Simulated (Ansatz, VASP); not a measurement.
GaN: VASP beside Ansatz

```
Ga N
1.0
     0.00000    2.24895    2.24895
     2.24895    0.00000    2.24895
     2.24895    2.24895    0.00000
Ga N
1 1
Direct
  0.00000 0.00000 0.00000
  0.25000 0.25000 0.25000
```

The cell was built by a generator and needn't be a form met in nature.

Alike in both runs: task single point; functional PBE; k mesh 10 × 10 × 10; occupations fermi-dirac, width 0.02 eV; no spin polarisation.

```csv
,VASP,Ansatz
version,VASP 6.6.1,Ansatz 0.2.0
potentials or method,"VASP PAW PBE potentials, release 64 (Ga_d, N)","plane waves, PAW"
plane-wave cutoff (eV),520,420
valence electrons in the cell,18,18
```

```tsv
	VASP	Ansatz	Ansatz less VASP
gap on the k mesh at the Fermi level (eV)	1.76	1.76	-0.008
pressure (GPa)	6.2	6.2	-0.03
```

PBE gaps usually lie below the measured ones, often by a third to a half.
